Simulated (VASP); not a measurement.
Level of theory: PBE GGA, VASP's PBE PAW potentials (set 64) (plane waves; VASP).

The input files of a VASP run:

File KPOINTS:
```
Automatic mesh
0
Gamma
8 8 6
0 0 0
```

**POSCAR**
```
BeO
1.0
  1.3193486085  -2.2851792472   0.0000000000
  1.3193486085   2.2851792472   0.0000000000
  0.0000000000   0.0000000000   4.2847801429
Be O
2 2
direct
  0.6666670000   0.3333330000   0.5001587822
  0.3333330000   0.6666670000   0.0001587822
  0.6666670000   0.3333330000   0.8778412178
  0.3333330000   0.6666670000   0.3778412178
```

### INCAR
```
SYSTEM=BeO
PREC=Accurate; ENCUT=600; LREAL=.False.
LASPH=.True.
EDIFF=1E-7; NELM=100; ALGO=Normal
ISMEAR=0; SIGMA=0.05
GGA=PE
IBRION=2; NSW=40; ISIF=3
EDIFFG=-0.01; PSTRESS=200
LWAVE=.False.; LCHARG=.False.
```

POTCAR, in this order: Be O (PBE.64 set). Program: vasp_std.

Output of the run:

**OUTCAR**
```
 ion  position               nearest neighbor table
   1  0.667  0.333  0.500-   4 1.61   4 1.61   4 1.61   3 1.62
   2  0.333  0.667  0.000-   3 1.61   3 1.61   3 1.61   4 1.62
   3  0.667  0.333  0.878-   2 1.61   2 1.61   2 1.61   1 1.62
   4  0.333  0.667  0.378-   1 1.61   1 1.61   1 1.61   2 1.62
  LATTYP: Found a hexagonal cell.
 ALAT       =     2.6386975845
 C/A-ratio  =     1.6238238774
 Subroutine PRICEL returns:
 Original cell was already a primitive cell.
 Subroutine GETGRP returns: Found 12 space group operations
The static configuration has the point symmetry C_3v.
 The point group associated with its full space group is C_6v.
The dynamic configuration has the point symmetry C_3v.
 Subroutine INISYM returns: Found 12 space group operations
 Subroutine IBZKPT returns following result:
 Found     40 irreducible k-points:

 Following reciprocal coordinates:
            Coordinates               Weight
  0.000000  0.000000  0.000000      1.000000
  0.125000  0.000000  0.000000      6.000000
  0.250000  0.000000  0.000000      6.000000
  0.375000  0.000000  0.000000      6.000000
  0.500000  0.000000  0.000000      3.000000
  0.125000  0.125000  0.000000      6.000000
  0.250000  0.125000  0.000000     12.000000
  0.375000  0.125000  0.000000     12.000000
  0.250000  0.250000  0.000000      6.000000
  0.375000  0.250000  0.000000      6.000000
  0.000000  0.000000  0.166667      2.000000
  0.125000  0.000000  0.166667     12.000000
  0.250000  0.000000  0.166667     12.000000
  0.375000  0.000000  0.166667     12.000000
  0.500000  0.000000  0.166667      6.000000
  0.125000  0.125000  0.166667     12.000000
  0.250000  0.125000  0.166667     24.000000
  0.375000  0.125000  0.166667     24.000000
  0.250000  0.250000  0.166667     12.000000
  0.375000  0.250000  0.166667     12.000000
  0.000000  0.000000  0.333333      2.000000
  0.125000  0.000000  0.333333     12.000000
  0.250000  0.000000  0.333333     12.000000
  0.375000  0.000000  0.333333     12.000000
  0.500000  0.000000  0.333333      6.000000
  0.125000  0.125000  0.333333     12.000000
  0.250000  0.125000  0.333333     24.000000
  0.375000  0.125000  0.333333     24.000000
  0.250000  0.250000  0.333333     12.000000
  0.375000  0.250000  0.333333     12.000000
  0.000000  0.000000  0.500000      1.000000
  0.125000  0.000000  0.500000      6.000000
  0.250000  0.000000  0.500000      6.000000
  0.375000  0.000000  0.500000      6.000000
  0.500000  0.000000  0.500000      3.000000
  0.125000  0.125000  0.500000      6.000000
  0.250000  0.125000  0.500000     12.000000
  0.375000  0.125000  0.500000     12.000000
  0.250000  0.250000  0.500000      6.000000
  0.375000  0.250000  0.500000      6.000000
   k-points           NKPTS =     40   k-points in BZ     NKDIM =     40   number of bands    NBANDS=     12
   number of dos      NEDOS =    301   number of ions     NIONS =      4
   total plane-waves  NPLWV =  20736
   dimension x,y,z NGX =    24 NGY =   24 NGZ =   36
   dimension x,y,z NGXF=    48 NGYF=   48 NGZF=   72
   ions per type =               2   2
   PREC   = accura    normal or accurate (medium, high low for compatibility)
   ISTART =      0    job   : 0-new  1-cont  2-samecut
   ICHARG =      2    charge: 1-file 2-atom 10-const
   ISPIN  =      1    spin polarized calculation?
   LNONCOLLINEAR =      F non collinear calculations
   LSORBIT =      F    spin-orbit coupling
   INIWAV =      1    electr: 0-lowe 1-rand  2-diag
   ENCUT  =  600.0 eV  44.10 Ry    6.64 a.u.   5.27  5.27  8.56*2*pi/ulx,y,z
   NELM   =    100;   NELMIN=  2; NELMDL= -5     # of ELM steps
...
```

### OSZICAR
```
       N       E                     dE             d eps       ncg     rms          rms(c)
DAV:   1     0.735368281167E+02    0.73537E+02   -0.96575E+03   960   0.143E+03
DAV:   2    -0.271767549349E+02   -0.10071E+03   -0.94421E+02  1272   0.316E+02
DAV:   3    -0.306057887553E+02   -0.34290E+01   -0.34142E+01  1260   0.603E+01
DAV:   4    -0.306316398599E+02   -0.25851E-01   -0.25842E-01  1144   0.605E+00
DAV:   5    -0.306319773480E+02   -0.33749E-03   -0.33737E-03  1232   0.566E-01    0.933E+00
DAV:   6    -0.283539281754E+02    0.22780E+01   -0.72709E+00  1096   0.250E+01    0.296E+00
DAV:   7    -0.283249915640E+02    0.28937E-01   -0.17988E-01  1156   0.436E+00    0.189E+00
DAV:   8    -0.283299884078E+02   -0.49968E-02   -0.43405E-02  1032   0.313E+00    0.259E-01
DAV:   9    -0.283288918452E+02    0.10966E-02   -0.27942E-03  1268   0.545E-01    0.675E-02
DAV:  10    -0.283291625546E+02   -0.27071E-03   -0.68894E-04  1068   0.241E-01    0.471E-02
DAV:  11    -0.283291317028E+02    0.30852E-04   -0.12776E-04  1224   0.108E-01    0.482E-03
DAV:  12    -0.283291311732E+02    0.52958E-06   -0.34744E-06  1124   0.194E-02    0.206E-03
DAV:  13    -0.283291311798E+02   -0.65626E-08   -0.10684E-06  1176   0.100E-02    0.143E-03
DAV:  14    -0.283291311175E+02    0.62251E-07   -0.10229E-07   736   0.331E-03
   1 F= -.25103923E+02 E0= -.25103923E+02  d E =-.251039E+02
```

OUTCAR:
```
------------------------ aborting loop because EDIFF is reached ----------------------------------------
  FORCE on cell =-STRESS in cart. coord.  units (eV):
  Direction    XX          YY          ZZ          XY          YZ          ZX
  --------------------------------------------------------------------------------------
  Total        3.2365118      3.2365130      3.2587628      0.0000000      0.0000000      0.0000000
  in kB      200.7009373    200.7010118    202.0807546      0.0000000      0.0000000      0.0000000
  external PRESSURE =       1.1609012 kB  Pullay stress =     200.0000000 kB
  volume of cell :       25.84
      direct lattice vectors                 reciprocal lattice vectors
     1.319348608 -2.285179247  0.000000000     0.378974895 -0.218801217  0.000000000
     1.319348608  2.285179247  0.000000000     0.378974895  0.218801217  0.000000000
     0.000000000  0.000000000  4.284780143     0.000000000  0.000000000  0.233384203
 POSITION                                       TOTAL-FORCE (eV/Angst)
 -----------------------------------------------------------------------------------
      1.31935     -0.76173      2.14307        -0.000000     -0.000000      0.003909
      1.31935      0.76173      0.00068        -0.000000      0.000000      0.003909
      1.31935     -0.76173      3.76136         0.000000      0.000000     -0.003909
      1.31935      0.76173      1.61897        -0.000000     -0.000000     -0.003909
 -----------------------------------------------------------------------------------
    total drift:                                0.000000      0.001547     -0.000406
  FREE ENERGIE OF THE ION-ELECTRON SYSTEM (eV)
  ---------------------------------------------------
  free  energy   TOTEN  =       -28.3291311175 eV

  energy  without entropy=      -28.3291311175  energy(sigma->0) =      -28.32913112
  enthalpy is  TOTEN    =       -25.1039226872 eV   P V=        3.2252084304

 reached required accuracy - stopping structural energy minimisation
```
(Selected blocks of OUTCAR.)

**OUTCAR**
```
 val. band max:        4.2470066317   @ k =   0.0000   0.0000   0.0000

 cond. band min:      12.5702216107   @ k =   0.0000   0.0000   0.0000


 Fermi energy:         4.4795404149

 k-point     1 :       0.0000    0.0000    0.0000
  band No.  band energies     occupation
      1     -14.9150      2.00000
      2     -12.9021      2.00000
      3      -2.4450      2.00000
      4       3.1562      2.00000
      5       3.1562      2.00000
      6       4.2088      2.00000
      7       4.2088      2.00000
      8       4.2470      2.00000
      9      12.5702      0.00000
     10      16.5550      0.00000
     11      18.9817      0.00000
     12      18.9817      0.00000

 k-point     2 :       0.1250    0.0000    0.0000
  band No.  band energies     occupation
      1     -14.7150      2.00000
      2     -12.7938      2.00000
      3      -2.2091      2.00000
      4       2.3762      2.00000
      5       2.8258      2.00000
      6       3.4030      2.00000
      7       4.0824      2.00000
      8       4.0949      2.00000
      9      13.1209      0.00000
     10      17.1154      0.00000
     11      18.7801      0.00000
     12      19.2004      0.00000

 k-point     3 :       0.2500    0.0000    0.0000
  band No.  band energies     occupation
      1     -14.1633      2.00000
      2     -12.5436      2.00000
      3      -1.5797      2.00000
      4       0.6832      2.00000
      5       1.8317      2.00000
      6       2.1548      2.00000
      7       3.6180      2.00000
      8       3.7371      2.00000
      9      14.0186      0.00000
     10      17.0313      0.00000
     11      17.6084      0.00000
     12      20.0122      0.00000

 k-point     4 :       0.3750    0.0000    0.0000
  band No.  band energies     occupation
      1     -13.4344      2.00000
      2     -12.3713      2.00000
      3      -1.4445      2.00000
      4      -0.0089      2.00000
      5       0.4628      2.00000
      6       1.5907      2.00000
...
```

The compound is BeO in the wurtzite structure. It was relaxed first under an external pressure of 20 GPa.
